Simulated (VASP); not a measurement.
# AgCl (Fm-3m) in VASP: settings compared, part 2 of 2

VASP 6.6.1.

## 3. Electric field gradients, revPBE

This run uses another cell than the first one, of 20.47 Å³/atom.

Input file INCAR:

```
SYSTEM = AgCl
PREC     = Accurate       ! precision mode
ENCUT    = 520            ! plane-wave cutoff, eV
EDIFF    = 1E-8           ! SCF threshold, eV
ISMEAR   = -1             ! smearing method
SIGMA    = 0.01           ! smearing width, eV
LREAL    = .FALSE.        ! projectors in reciprocal space
LASPH    = .TRUE.         ! aspherical terms in the spheres
NELM     = 100            ! most SCF steps
ALGO     = Normal         ! electronic algorithm
ISIF     = 2              ! what is computed and relaxed
LWAVE    = .FALSE.        ! write WAVECAR
LCHARG   = .FALSE.        ! write CHGCAR
GGA      = RE             ! functional
LEFG     = .TRUE.       
ISYM     = 0            
NBANDS   = 16             ! bands
```

Input file KPOINTS:

```
Automatic mesh
0
Gamma
  9 9 9
  0.5 0.5 0.5
```

Input file POSCAR:

```
AgCl
1.0
    0.0000000000      2.7356704056      2.7356704056
    2.7356704056      0.0000000000      2.7356704056
    2.7356704056      2.7356704056      0.0000000000
Ag Cl
1 1
Direct
    0.5000000000      0.5000000000      0.5000000000
    0.0000000000      0.0000000000      0.0000000000
```

Potentials or basis: VASP PAW PBE potentials, release 64 (Ag, Cl).

Started as:

```sh
> cat potpaw_PBE.64/Ag/POTCAR potpaw_PBE.64/Cl/POTCAR > POTCAR
> mpirun -np 1 vasp_std > vasp.out
```

OUTCAR:

```text
SYSTEM = AgCl
   PREC = Accurate
   ENCUT = 520
   EDIFF = 1E-8
   ISMEAR = -1
   LREAL = .FALSE.
   LASPH = .TRUE.
   NELM = 100
   ISIF = 2
   GGA = RE
   ISYM = 0

 ion  position               nearest neighbor table
   1  0.500  0.500  0.500-   2 2.74   2 2.74   2 2.74   2 2.74   2 2.74   2 2.74
   2  0.000  0.000  0.000-   1 2.74   1 2.74   1 2.74   1 2.74   1 2.74   1 2.74

IMPORTANT INFORMATION: All symmetrisations will be switched off!
NOSYMM: (Re-)initialisation of all symmetry stuff for point group C_1.

----------------------------------------------------------------------------------------

                                     Primitive cell

  volume of cell :      40.9469

  direct lattice vectors                    reciprocal lattice vectors
     0.000000000  2.735670406  2.735670406    -0.182770556  0.182770556  0.182770556
     2.735670406  0.000000000  2.735670406     0.182770556 -0.182770556  0.182770556
     2.735670406  2.735670406  0.000000000     0.182770556  0.182770556 -0.182770556

  length of vectors
     3.868822190  3.868822190  3.868822190     0.316567888  0.316567888  0.316567888

  position of ions in fractional coordinates (direct lattice)
     0.500000000  0.500000000  0.500000000
     0.000000000  0.000000000  0.000000000

  ion indices of the primitive-cell ions
   primitive index   ion index
                 1           1
                 2           2

----------------------------------------------------------------------------------------

 KPOINTS: Automatic mesh

Automatic generation of k-mesh.
 Grid dimensions read from file:
 generate k-points for:    9    9    9

[... 123 lines left out ...]
      4       1.6087      2.00000
      5       1.8647      2.00000
      6       1.8647      2.00000
[... 433 lines left out ...]
      3       0.4853      2.00000
      4       0.7059      2.00000
      5       2.0090      2.00000
      6       2.0614      2.00000
[... 8 lines left out ...]
     15      17.2836      0.00000
     16      17.6239      0.00000

 [... further k-points ...]

------------------------ aborting loop because EDIFF is reached ----------------------------------------

  FORCE on cell =-STRESS in cart. coord.  units (eV):
  Direction    XX          YY          ZZ          XY          YZ          ZX
  --------------------------------------------------------------------------------------
  -------------------------------------------------------------------------------------
  Total        1.5612506      1.5612506      1.5612506      0.0000041      0.0000042      0.0000041
  in kB       61.0888409     61.0888409     61.0888418      0.0001614      0.0001627      0.0001610
  external PRESSURE =      61.0888412 kB  Pullay stress =       0.0000000 kB

 VOLUME and BASIS-vectors are now :
 -----------------------------------------------------------------------------
  energy-cutoff  :      520.00
  volume of cell :       40.95
      direct lattice vectors                 reciprocal lattice vectors
     0.000000000  2.735670406  2.735670406    -0.182770556  0.182770556  0.182770556
     2.735670406  0.000000000  2.735670406     0.182770556 -0.182770556  0.182770556
     2.735670406  2.735670406  0.000000000     0.182770556  0.182770556 -0.182770556

 POSITION                                       TOTAL-FORCE (eV/Angst)
 -----------------------------------------------------------------------------------
      2.73567      2.73567      2.73567         0.000000      0.000000     -0.000000
      0.00000      0.00000      0.00000        -0.000000     -0.000000      0.000000
 -----------------------------------------------------------------------------------
    total drift:                                0.000000     -0.000000      0.000000

  FREE ENERGIE OF THE ION-ELECTRON SYSTEM (eV)
  ---------------------------------------------------
  free  energy   TOTEN  =        -4.6970468253 eV

  energy  without entropy=       -4.6970468253  energy(sigma->0) =       -4.69704683

 Electric field gradients (V/A^2)
---------------------------------------------------------------------
 ion       V_xx      V_yy      V_zz      V_xy      V_xz      V_yz
---------------------------------------------------------------------
   1      -0.000    -0.000     0.000    -0.001    -0.001    -0.001
   2      -0.000     0.000    -0.000    -0.001    -0.001    -0.001
---------------------------------------------------------------------

 Electric field gradients after diagonalization (V/A^2)
 (convention: |V_zz| > |V_xx| > |V_yy|)
----------------------------------------------------------------------
 ion       V_xx      V_yy      V_zz     asymmetry (V_yy - V_xx)/ V_zz
----------------------------------------------------------------------
   1       0.001     0.001    -0.002       0.000
   2       0.001     0.001    -0.001       0.001
----------------------------------------------------------------------

           NMR quadrupolar parameters

 Cq : quadrupolar parameter    Cq=e*Q*V_zz/h
 eta: asymmetry parameters     (V_yy - V_xx)/ V_zz
 Q  : nuclear electric quadrupole moment in mb (millibarn)
----------------------------------------------------------------------
 ion       Cq(MHz)       eta       Q (mb)
----------------------------------------------------------------------
   1      -0.000       0.000       1.000
   2      -0.000       0.001       1.000
----------------------------------------------------------------------
```

OSZICAR:

```text
N       E                     dE             d eps       ncg     rms          rms(c)
DAV:   1     0.927455946451E+02    0.92746E+02   -0.86722E+03 46792   0.102E+03
DAV:   2    -0.190261035956E+01   -0.94648E+02   -0.86985E+02 58944   0.218E+02
DAV:   3    -0.485631627145E+01   -0.29537E+01   -0.29465E+01 58760   0.393E+01
DAV:   4    -0.487075787052E+01   -0.14442E-01   -0.14440E-01 59000   0.316E+00
DAV:   5    -0.487091311735E+01   -0.15525E-03   -0.15524E-03 58696   0.326E-01    0.683E+00
DAV:   6    -0.470066728113E+01    0.17025E+00   -0.21624E-01 58872   0.602E+00    0.444E+00
DAV:   7    -0.469650828803E+01    0.41590E-02   -0.10485E-01 59000   0.218E+00    0.206E+00
DAV:   8    -0.469670463634E+01   -0.19635E-03   -0.47040E-03 55728   0.731E-01    0.307E-01
DAV:   9    -0.469692044328E+01   -0.21581E-03   -0.68095E-04 58472   0.273E-01    0.353E-02
DAV:  10    -0.469703574262E+01   -0.11530E-03   -0.13225E-04 57880   0.983E-02    0.323E-02
DAV:  11    -0.469704640453E+01   -0.10662E-04   -0.15069E-05 57904   0.270E-02    0.549E-03
DAV:  12    -0.469704704390E+01   -0.63937E-06   -0.14508E-06 55160   0.841E-03    0.372E-03
DAV:  13    -0.469704690464E+01    0.13926E-06   -0.22411E-07 58784   0.384E-03    0.218E-03
DAV:  14    -0.469704681071E+01    0.93938E-07   -0.81652E-08 61536   0.180E-03    0.818E-04
DAV:  15    -0.469704682578E+01   -0.15079E-07   -0.55879E-09 43656   0.526E-04    0.153E-04
DAV:  16    -0.469704682535E+01    0.43883E-09   -0.21052E-10 25968   0.151E-04
   1 F= -.46970468E+01 E0= -.46970468E+01  d E =-.910936E-14
```

It took 19 min on 1 thread of Intel Xeon Platinum 8259CL at 2.50GHz (Skylake/Cascade Lake), shared host; peak memory 0.95 GiB.

What came out:

* Free energy: -4.6970 eV
* Pressure: 6.1 GPa
* Band gap on the k mesh: 1.19 eV (least direct gap 3.32 eV)
* Largest electric field gradient by atom: zero within the noise of the run

Levels at points of the mesh, in eV from the valence-band top:
| k point | band 7 | band 8 | band 9 | band 10 | band 11 | band 12 |
| --- | --- | --- | --- | --- | --- | --- |
| (0.50, 0.50, 0.50) | -1.86 | 0.00 | 0.00 | 4.26 | 6.84 | 7.67 |
| (0.50, 0.00, 0.00) | -1.86 | 0.00 | 0.00 | 4.26 | 6.84 | 7.67 |
| (0.00, 0.00, 0.50) | -1.86 | 0.00 | 0.00 | 4.26 | 6.84 | 7.67 |
| (0.00, 0.50, 0.00) | -1.86 | 0.00 | 0.00 | 4.26 | 6.84 | 7.67 |

Caveat: the cell stands under pressure; the PAW data sets were made with another functional, which shifts forces and pressure a little; a shifted mesh leaves out Γ, where band edges can lie. A k mesh can miss the band edges.

## 4. How close it comes

Step 2. Measured gap of AgCl: 3.249 eV (indirect; a printed reference work, data compilation). This calculation gives 1.18 eV (-2.07 eV). So large a miss can be the level of theory's own, or it may mean another phase, state or a wrong row. Spin-orbit coupling on Ag is left out. The value is that of PBE+U on a finite k mesh, which can miss the band edges, without temperature or zero-point motion.
